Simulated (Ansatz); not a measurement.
# BeS (rocksalt type): the cost of one run

Program: Ansatz 0.2.0. Level of theory: DFT PBE, scalar-relativistic. These are calculated values, not measurements.

### 1 The starting structure

It takes space group Fm-3m (No. 225, cubic). Conventional cell: a = 4.629 Å, b = 4.629 Å, c = 4.629 Å, α = 90.00°, β = 90.00°, γ = 90.00°. Around Be (site symmetry m-3m) lie 6 S at 2.31 Å. Around S (site symmetry m-3m) lie 6 Be at 2.31 Å.

As a file:

```cif
data_structure
_symmetry_space_group_name_H-M 'P 1'
_symmetry_Int_Tables_number 1
_cell_length_a 3.2731
_cell_length_b 3.2731
_cell_length_c 3.2731
_cell_angle_alpha 60.000
_cell_angle_beta 60.000
_cell_angle_gamma 60.000
_cell_volume 24.80
loop_
_atom_site_label
_atom_site_type_symbol
_atom_site_fract_x
_atom_site_fract_y
_atom_site_fract_z
_atom_site_occupancy
Be1 Be 0.00000 0.00000 0.00000 1
S1 S 0.50000 0.50000 0.50000 1
```

The structure (rocksalt type) was typed from a prototype and relaxed by PAW; whether it is the ground state wasn't tested.

Atoms are numbered in the order of the input: Be1, S2.

### 2 Volume × 0.95, LAPW

Input file input.yaml:

```yaml
crystal:
  lattice:
    - [0.0, 2.2752257404, 2.2752257404]
    - [2.2752257404, 0.0, 2.2752257404]
    - [2.2752257404, 2.2752257404, 0.0]
  atoms:
    - { symbol: Be, position: [0.0, 0.0, 0.0] }
    - { symbol: S, position: [0.5, 0.5, 0.5] }
kpoints:
  mp_grid: { grid: [13, 13, 13] }
scf:
  occupations: { method: fermi_dirac, width: 0.08 }
hamiltonian:
  xc: pbe
  pseudopotentials: { kind: all_electron, lapw: { basis_error: 0.001 } }
output:
  forces: true
  stress: true
  eigenvalues: true
```

Started as:

```console
$ ansatz run input.yaml --threads 1 --pin off --max-ram 2048MiB --backend cpu --events-out ev --progress --plain --runs-dir out
```

Q: Estimate wall time and peak memory on 1 thread of Arm Neoverse V1, shared host.

About 4.6 s, with a peak of 0.24 GiB.
